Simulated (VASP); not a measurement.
# LuH3O3 (P6_3/m) in VASP: electric field gradients with r2SCAN

Aim: the electric field gradients of LuH3O3 with r2SCAN.

Program: VASP 6.6.1. These are calculated values, not measurements. Logs are shortened: lines on timing, memory, paths and dates and some standing lists are left out, and cuts for length are marked.

### Step 1. Starting point

Symmetry: P6_3/m, No. 176, hexagonal system. Conventional cell: a = 6.226 Å, b = 6.226 Å, c = 3.463 Å, α = 90.00°, β = 90.00°, γ = 120.00°. Around Lu (site symmetry -6) lie 9 O at 2.36 to 2.43 Å. Around H (site symmetry m) lie 1 O at 0.97 Å. O (site symmetry m) is surrounded by 1 H at 0.97 Å.

The cell comes from a database or a generator and needn't be the stable form of this composition.

### Step 2. Electric field gradients, r2SCAN

File POSCAR:

```
LuH3O3
1.0
    6.2256258829      0.0000000000      0.0000000000
   -3.1128129414      5.3915501690      0.0000000000
    0.0000000000      0.0000000000      3.4634080000
Lu H O
2 6 6
Direct
    0.6666666667      0.3333333333      0.7500000000
    0.3333333333      0.6666666667      0.2500000000
    0.8611750100      0.7229140100      0.2500000000
    0.2770859900      0.1382610000      0.2500000000
    0.1382610000      0.8611750100      0.7500000000
    0.8617390000      0.1388249900      0.2500000000
    0.7229140100      0.8617390000      0.7500000000
    0.1388249900      0.2770859900      0.7500000000
    0.9150920100      0.6010450100      0.2500000000
    0.3989549900      0.3140470000      0.2500000000
    0.3140470000      0.9150920100      0.7500000000
    0.6859530000      0.0849079900      0.2500000000
    0.6010450100      0.6859530000      0.7500000000
    0.0849079900      0.3989549900      0.7500000000
```

File INCAR.step1:

```
SYSTEM = LuH3O3
PREC = Accurate ; ENCUT = 520
ISMEAR = -1 ; SIGMA = 0.02
LREAL = .False. ; LASPH = .True.
NELM = 60 ; NBANDS = 59
GGA = PE ; ALGO = Normal
EDIFF = 1E-4 ; LWAVE = .True.
LCHARG = .False.
```

File INCAR.step2:

```
SYSTEM = LuH3O3
PREC = Accurate ; ENCUT = 520
EDIFF = 1E-8 ; ISMEAR = -1
SIGMA = 0.02 ; LREAL = .False.
LASPH = .True. ; NELM = 60
ALGO = Normal ; ISIF = 2
LWAVE = .False. ; LCHARG = .False.
METAGGA = R2SCAN ; LMIXTAU = .True.
LEFG = .True. ; NBANDS = 59
ISTART = 1
```

File KPOINTS:

```
Automatic mesh
0
Gamma
  5 5 7
  0 0 0
```

Potentials or basis: VASP PAW PBE potentials, release 64 (Lu, H, O).

Run with:

```console
> cat potpaw_PBE.64/Lu/POTCAR potpaw_PBE.64/H/POTCAR potpaw_PBE.64/O/POTCAR > POTCAR
> cp INCAR.step1 INCAR
> mpirun -np 1 vasp_std > vasp.out
> cp INCAR.step2 INCAR
> mpirun -np 1 vasp_std > vasp.out
```

OUTCAR:

```text
SYSTEM = LuH3O3
   PREC = Accurate
   ENCUT = 520
   EDIFF = 1E-8
   ISMEAR = -1
   LREAL = .False.
   LASPH = .True.
   NELM = 60
   ISIF = 2
   METAGGA = R2SCAN
   ISTART = 1

 ion  position               nearest neighbor table
   1  0.667  0.333  0.750-  12 2.36  12 2.36   9 2.36   9 2.36  10 2.36  10 2.36  14 2.43  11 2.43
                            13 2.43
   2  0.333  0.667  0.250-  11 2.36  11 2.36  14 2.36  14 2.36  13 2.36  13 2.36   9 2.43  12 2.43
                            10 2.43
   3  0.861  0.723  0.250-   9 0.97
   4  0.277  0.138  0.250-  10 0.97
   5  0.138  0.861  0.750-  11 0.97
   6  0.862  0.139  0.250-  12 0.97
   7  0.723  0.862  0.750-  13 0.97
   8  0.139  0.277  0.750-  14 0.97
   9  0.915  0.601  0.250-   3 0.97   1 2.36   1 2.36   2 2.43
  10  0.399  0.314  0.250-   4 0.97   1 2.36   1 2.36   2 2.43
  11  0.314  0.915  0.750-   5 0.97   2 2.36   2 2.36   1 2.43
  12  0.686  0.085  0.250-   6 0.97   1 2.36   1 2.36   2 2.43
  13  0.601  0.686  0.750-   7 0.97   2 2.36   2 2.36   1 2.43
  14  0.085  0.399  0.750-   8 0.97   2 2.36   2 2.36   1 2.43

  LATTYP: Found a hexagonal cell.
 ALAT       =     6.2256258829
 C/A-ratio  =     0.5563148292

  Lattice vectors:

 A1 = (   6.2256258829,   0.0000000000,   0.0000000000)
 A2 = (  -3.1128129414,   5.3915501690,   0.0000000000)
 A3 = (   0.0000000000,   0.0000000000,   3.4634080000)

Analysis of symmetry for initial positions (statically):
=====================================================================
 Subroutine PRICEL returns:
 Original cell was already a primitive cell.

 Routine SETGRP: Setting up the symmetry group for a
 hexagonal supercell.

 Subroutine GETGRP returns: Found 12 space group operations
 (whereof  6 operations were pure point group operations)
 out of a pool of 24 trial point group operations.

The static configuration has the point symmetry S_6 .
 The point group associated with its full space group is C_6h.

Analysis of symmetry for dynamics (positions and initial velocities):
=====================================================================
 Subroutine PRICEL returns:
 Original cell was already a primitive cell.

 Routine SETGRP: Setting up the symmetry group for a
 hexagonal supercell.

 Subroutine GETGRP returns: Found 12 space group operations
 (whereof  6 operations were pure point group operations)
 out of a pool of 24 trial point group operations.

The dynamic configuration has the point symmetry S_6 .
 The point group associated with its full space group is C_6h.

 Subroutine INISYM returns: Found 12 space group operations
 (whereof  6 operations are pure point group operations),
 and found     1 'primitive' translations

----------------------------------------------------------------------------------------

                                     Primitive cell

  volume of cell :     116.2520

  direct lattice vectors                    reciprocal lattice vectors
     6.225625883  0.000000000  0.000000000     0.160626420  0.092737707  0.000000000
    -3.112812941  5.391550169  0.000000000     0.000000000  0.185475414  0.000000000
     0.000000000  0.000000000  3.463408000     0.000000000  0.000000000  0.288732947

  length of vectors
     6.225625883  6.225625883  3.463408000     0.185475414  0.185475414  0.288732947

  position of ions in fractional coordinates (direct lattice)
     0.666666667  0.333333333  0.750000000
     0.333333333  0.666666667  0.250000000
     0.861175010  0.722914010  0.250000000
     0.277085990  0.138261000  0.250000000
     0.138261000  0.861175010  0.750000000
     0.861739000  0.138824990  0.250000000
     0.722914010  0.861739000  0.750000000
     0.138824990  0.277085990  0.750000000
     0.915092010  0.601045010  0.250000000
     0.398954990  0.314047000  0.250000000
[... 119 lines left out ...]
 non-spin polarized calculation
  energy-cutoff  :      520.00
  volume of cell :      116.25
 maximum number of plane-waves:      3161
 NGX is ok and might be reduce to    48
   NGX = 23   NGY = 23   NGZ = 13

 number of electron      91.9999951 magnetization

 Free energy of the ion-electron system (eV)
  ---------------------------------------------------
  ext. energy  EPLUGINS =         0.00000000
  ---------------------------------------------------
  free energy    TOTEN  =      -161.63274267 eV

  energy without entropy =     -161.63274267  energy(sigma->0) =     -161.63274267

 E-fermi :   0.9559     XC(G=0): -11.5122

 val. band max:        0.4118673307   @ k =   0.0000   0.0000   0.0000
 cond. band min:       4.5494135229   @ k =   0.0000   0.0000   0.0000
 fundamental gap:      4.1375461922
 Fermi energy:         0.9559398810

 k-point     1 :       0.0000    0.0000    0.0000
  band No.  band energies     occupation
      1     -54.2262      2.00000
      2     -54.2209      2.00000
      3     -24.5117      2.00000
      4     -24.5117      2.00000
      5     -24.3392      2.00000
      6     -24.3392      2.00000
[... 1209 lines left out ...]
     57      10.4581      0.00000
     58      10.8431      0.00000
 [bands above 58 left out]

------------------------ aborting loop because EDIFF is reached ----------------------------------------

  FORCE on cell =-STRESS in cart. coord.  units (eV):
  Direction    XX          YY          ZZ          XY          YZ          ZX
  --------------------------------------------------------------------------------------
  -------------------------------------------------------------------------------------
  Total       -1.1770012     -1.1770012     -0.6973454      0.0000021     -0.0000000      0.0000000
  in kB      -16.2213565    -16.2213565     -9.6107703      0.0000289     -0.0000000      0.0000000
  external PRESSURE =     -14.0178278 kB  Pullay stress =       0.0000000 kB

 VOLUME and BASIS-vectors are now :
 -----------------------------------------------------------------------------
  energy-cutoff  :      520.00
  volume of cell :      116.25
      direct lattice vectors                 reciprocal lattice vectors
     6.225625883  0.000000000  0.000000000     0.160626420  0.092737707  0.000000000
    -3.112812941  5.391550169  0.000000000     0.000000000  0.185475414  0.000000000
     0.000000000  0.000000000  3.463408000     0.000000000  0.000000000  0.288732947

 POSITION                                       TOTAL-FORCE (eV/Angst)
 -----------------------------------------------------------------------------------
      3.11281      1.79718      2.59756        -0.000000      0.000000      0.000000
     -0.00000      3.59437      0.86585        -0.000000      0.000000      0.000000
      3.11106      3.89763      0.86585         0.178057     -0.178187      0.000000
      1.29465      0.74544      0.86585         0.065286      0.243296      0.000000
     -1.81992      4.64307      2.59756         0.243343      0.065108      0.000000
      4.93273      0.74848      0.86585        -0.243343     -0.065108      0.000000
      1.81816      4.64611      2.59756        -0.065286     -0.243296      0.000000
      0.00176      1.49392      2.59756        -0.178057      0.178187      0.000000
      3.82608      3.24056      0.86585        -0.248671      0.260460      0.000000
      1.50617      1.69320      0.86585        -0.101229     -0.345585      0.000000
     -0.89337      4.93376      2.59756        -0.349900     -0.085125     -0.000000
      4.00618      0.45779      0.86585         0.349900      0.085125      0.000000
      1.60664      3.69835      2.59756         0.101229      0.345585     -0.000000
     -0.71327      2.15099      2.59756         0.248671     -0.260460      0.000000
 -----------------------------------------------------------------------------------
    total drift:                               -0.000001      0.000000     -0.000000

  FREE ENERGIE OF THE ION-ELECTRON SYSTEM (eV)
  ---------------------------------------------------
  free  energy   TOTEN  =      -161.6327426670 eV

  energy  without entropy=     -161.6327426670  energy(sigma->0) =     -161.63274267

 Electric field gradients (V/A^2)
---------------------------------------------------------------------
 ion       V_xx      V_yy      V_zz      V_xy      V_xz      V_yz
---------------------------------------------------------------------
   1      54.979    54.980  -109.960     0.001     0.000    -0.000
   2      54.979    54.980  -109.960     0.001    -0.000     0.000
   3      12.319     9.284   -21.602   -31.807    -0.000    -0.000
   4     -17.506    39.107   -21.601    14.590     0.000    -0.000
   5      37.588   -15.988   -21.600    17.218     0.000     0.000
   6      37.588   -15.988   -21.600    17.218    -0.000    -0.000
   7     -17.506    39.107   -21.601    14.590    -0.000     0.000
   8      12.319     9.284   -21.602   -31.807     0.000     0.000
   9      29.061    36.905   -65.966   -92.617     0.000    -0.000
  10     -45.264   111.229   -65.965    49.704    -0.000     0.000
  11     115.152   -49.185   -65.967    42.913     0.000     0.000
  12     115.152   -49.185   -65.967    42.913    -0.000    -0.000
  13     -45.264   111.229   -65.965    49.704     0.000    -0.000
  14      29.061    36.905   -65.966   -92.617    -0.000     0.000
---------------------------------------------------------------------

 Electric field gradients after diagonalization (V/A^2)
 (convention: |V_zz| > |V_xx| > |V_yy|)
----------------------------------------------------------------------
 ion       V_xx      V_yy      V_zz     asymmetry (V_yy - V_xx)/ V_zz
----------------------------------------------------------------------
   1      54.981    54.979  -109.960       0.000
   2      54.981    54.979  -109.960       0.000
   3     -21.602   -21.042    42.644       0.013
   4     -21.601   -21.044    42.646       0.013
   5     -21.600   -21.044    42.644       0.013
   6     -21.600   -21.044    42.644       0.013
   7     -21.601   -21.044    42.646       0.013
   8     -21.602   -21.042    42.644       0.013
   9     -65.966   -59.717   125.683       0.050
  10     -65.965   -59.716   125.682       0.050
  11     -65.967   -59.716   125.683       0.050
  12     -65.967   -59.716   125.683       0.050
  13     -65.965   -59.716   125.682       0.050
  14     -65.966   -59.717   125.683       0.050
----------------------------------------------------------------------

           NMR quadrupolar parameters

 Cq : quadrupolar parameter    Cq=e*Q*V_zz/h
 eta: asymmetry parameters     (V_yy - V_xx)/ V_zz
 Q  : nuclear electric quadrupole moment in mb (millibarn)
----------------------------------------------------------------------
 ion       Cq(MHz)       eta       Q (mb)
----------------------------------------------------------------------
   1      -0.266       0.000       1.000
   2      -0.266       0.000       1.000
   3       0.103       0.013       1.000
   4       0.103       0.013       1.000
   5       0.103       0.013       1.000
   6       0.103       0.013       1.000
   7       0.103       0.013       1.000
   8       0.103       0.013       1.000
   9       0.304       0.050       1.000
  10       0.304       0.050       1.000
  11       0.304       0.050       1.000
  12       0.304       0.050       1.000
  13       0.304       0.050       1.000
  14       0.304       0.050       1.000
----------------------------------------------------------------------
```

Wall time 8.9 min (1 thread of Intel Xeon Platinum 8559C (Emerald Rapids), shared host); peak memory 0.33 GiB.

Results:

```
Free energy            : -161.6327 eV
Pressure               : -1.4 GPa
Largest force          : 0.360 eV/Å
Band gap on the k mesh : 4.14 eV, direct
```

Forces on the atoms (eV/Å):
```
Lu   0.000  0.000  0.000
Lu   0.000  0.000  0.000
H    0.178 -0.178  0.000
H    0.065  0.243  0.000
H    0.243  0.065  0.000
H   -0.243 -0.065  0.000
H   -0.065 -0.243  0.000
H   -0.178  0.178  0.000
O   -0.249  0.260  0.000
O   -0.101 -0.346  0.000
O   -0.350 -0.085  0.000
O    0.350  0.085  0.000
O    0.101  0.346  0.000
O    0.249 -0.260  0.000
```

Electric field gradients, principal values (V/Å²):
```tsv
atom	Vxx	Vyy	Vzz
1 Lu	54.979	54.981	-109.960
2 Lu	54.979	54.981	-109.960
3 H	-21.042	-21.602	42.644
4 H	-21.044	-21.601	42.646
5 H	-21.044	-21.600	42.644
6 H	-21.044	-21.600	42.644
7 H	-21.044	-21.601	42.646
8 H	-21.042	-21.602	42.644
9 O	-59.717	-65.966	125.683
10 O	-59.716	-65.965	125.682
11 O	-59.716	-65.967	125.683
12 O	-59.716	-65.967	125.683
13 O	-59.716	-65.965	125.682
14 O	-59.717	-65.966	125.683
```

Caveat: the PAW data sets were made with another functional, which shifts forces and pressure a little; spin-orbit coupling is left out, which moves the levels of the heavy elements; an odd mesh through Γ misses points on the zone boundary, where band edges often lie.
